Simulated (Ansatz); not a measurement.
Molecular dynamics of Si

Input file:

```yaml
accuracy: low
crystal:
  lattice:
    - [0.0, 5.43, 5.43]
    - [5.43, 0.0, 5.43]
    - [5.43, 5.43, 0.0]
  atoms:
    - { symbol: Si, position: [0.0, 0.0, 0.0] }
    - { symbol: Si, position: [0.125, 0.125, 0.125] }
    - { symbol: Si, position: [0.0, 0.0, 0.5] }
    - { symbol: Si, position: [0.125, 0.125, 0.625] }
    - { symbol: Si, position: [0.0, 0.5, 0.0] }
    - { symbol: Si, position: [0.125, 0.625, 0.125] }
    - { symbol: Si, position: [0.0, 0.5, 0.5] }
    - { symbol: Si, position: [0.125, 0.625, 0.625] }
    - { symbol: Si, position: [0.5, 0.0, 0.0] }
    - { symbol: Si, position: [0.625, 0.125, 0.125] }
    - { symbol: Si, position: [0.5, 0.0, 0.5] }
    - { symbol: Si, position: [0.625, 0.125, 0.625] }
    - { symbol: Si, position: [0.5, 0.5, 0.0] }
    - { symbol: Si, position: [0.625, 0.625, 0.125] }
    - { symbol: Si, position: [0.5, 0.5, 0.5] }
    - { symbol: Si, position: [0.625, 0.625, 0.625] }
basis:
  ecutwfc: 420.0
kpoints:
  mp_grid: { grid: [2, 2, 2] }
hamiltonian:
  xc: pbesol
scf:
  occupations: { method: fermi_dirac, width: 0.17 }
  lower_state_search: "off"
md:
  timestep: 2
  n_steps: 90
  ensemble: nvt_langevin
  temperature: 2000.0
  initial_velocities: maxwell_boltzmann
  seed: 496492
  friction: 0.02
```

Run as:

```bash
$ ansatz run input.yaml --threads 1 --pin off --max-ram 3072MiB --backend cpu --events-out ev --progress --plain --runs-dir out
```

It starts from a structure without forces on its atoms.

Output, in part (one step line in 4):

```
md step     0: t =     0.00 fs  T =  1875.0 K  F+E_penalty+E_count = -9942.36498007 eV  E_kin = 3.877800 eV  (6 SCF iters)
md step     4: t =     8.00 fs  T =  1400.4 K  F+E_penalty+E_count = -9941.49704635 eV  E_kin = 2.896243 eV  (7 SCF iters)
md step     8: t =    16.00 fs  T =  1048.4 K  F+E_penalty+E_count = -9940.37356428 eV  E_kin = 2.168170 eV  (6 SCF iters)
md step    12: t =    24.00 fs  T =  1156.4 K  F+E_penalty+E_count = -9939.41034325 eV  E_kin = 2.391723 eV  (6 SCF iters)
md step    16: t =    32.00 fs  T =   986.7 K  F+E_penalty+E_count = -9938.99649189 eV  E_kin = 2.040734 eV  (6 SCF iters)
md step    20: t =    40.00 fs  T =  1473.1 K  F+E_penalty+E_count = -9939.29750673 eV  E_kin = 3.046691 eV  (7 SCF iters)
md step    24: t =    48.00 fs  T =  1368.3 K  F+E_penalty+E_count = -9939.60916148 eV  E_kin = 2.829964 eV  (6 SCF iters)
md step    28: t =    56.00 fs  T =  1311.7 K  F+E_penalty+E_count = -9939.99654357 eV  E_kin = 2.712862 eV  (6 SCF iters)
md step    32: t =    64.00 fs  T =  1146.5 K  F+E_penalty+E_count = -9939.60159361 eV  E_kin = 2.371137 eV  (5 SCF iters)
md step    36: t =    72.00 fs  T =  1745.3 K  F+E_penalty+E_count = -9939.28156414 eV  E_kin = 3.609585 eV  (6 SCF iters)
md step    40: t =    80.00 fs  T =  1546.2 K  F+E_penalty+E_count = -9939.20835610 eV  E_kin = 3.197741 eV  (7 SCF iters)
md step    44: t =    88.00 fs  T =  1740.8 K  F+E_penalty+E_count = -9938.56468001 eV  E_kin = 3.600326 eV  (6 SCF iters)
md step    48: t =    96.00 fs  T =  1589.3 K  F+E_penalty+E_count = -9937.95596253 eV  E_kin = 3.286880 eV  (6 SCF iters)
md step    52: t =   104.00 fs  T =  2051.8 K  F+E_penalty+E_count = -9938.85039196 eV  E_kin = 4.243440 eV  (6 SCF iters)
md step    56: t =   112.00 fs  T =  2087.3 K  F+E_penalty+E_count = -9939.63425024 eV  E_kin = 4.316967 eV  (6 SCF iters)
md step    60: t =   120.00 fs  T =  2335.6 K  F+E_penalty+E_count = -9939.53279447 eV  E_kin = 4.830486 eV  (7 SCF iters)
md step    64: t =   128.00 fs  T =  2250.4 K  F+E_penalty+E_count = -9938.34300434 eV  E_kin = 4.654241 eV  (6 SCF iters)
md step    68: t =   136.00 fs  T =  1483.7 K  F+E_penalty+E_count = -9937.07880622 eV  E_kin = 3.068502 eV  (6 SCF iters)
md step    72: t =   144.00 fs  T =  1787.9 K  F+E_penalty+E_count = -9937.10184227 eV  E_kin = 3.697619 eV  (5 SCF iters)
md step    76: t =   152.00 fs  T =  2099.4 K  F+E_penalty+E_count = -9937.68488299 eV  E_kin = 4.341956 eV  (6 SCF iters)
md step    80: t =   160.00 fs  T =  1649.6 K  F+E_penalty+E_count = -9937.65507131 eV  E_kin = 3.411613 eV  (7 SCF iters)
md step    84: t =   168.00 fs  T =  1656.6 K  F+E_penalty+E_count = -9937.13813868 eV  E_kin = 3.426124 eV  (5 SCF iters)
md step    88: t =   176.00 fs  T =  1739.4 K  F+E_penalty+E_count = -9936.48657374 eV  E_kin = 3.597334 eV  (5 SCF iters)
md step    90: t =   180.00 fs  T =  1562.6 K  F+E_penalty+E_count = -9936.29657083 eV  E_kin = 3.231752 eV  (6 SCF iters)
```

The run went to its last step. A run of 0.18 ps of so small a system gives no equilibrium averages. Limits of this set-up: coarse k mesh, low accuracy level.

Mean squared displacements from the first frame to the last, about the centre of mass: Si 0.29 Å².

Last frame:

```xyz
16
Lattice="0.0000 5.4300 5.4300 5.4300 0.0000 5.4300 5.4300 5.4300 0.0000" Properties=species:S:1:pos:R:3
Si 0.069 0.400 0.048
Si 1.936 1.164 1.122
Si 2.957 3.264 -0.554
Si 3.815 4.564 1.312
Si 2.588 -0.510 2.710
Si 3.991 1.189 3.758
Si 5.272 2.965 2.314
Si 6.396 4.109 4.166
Si 0.230 2.740 2.284
Si 1.026 3.823 4.388
Si 2.431 5.614 3.504
Si 4.242 6.910 3.974
Si 2.551 2.723 5.280
Si 4.031 4.120 6.455
Si 5.812 5.410 5.910
Si 7.229 7.155 7.275
```

The run took 16 min on 1 thread of Arm Neoverse N1 (shared host), peak memory 0.6 GiB.
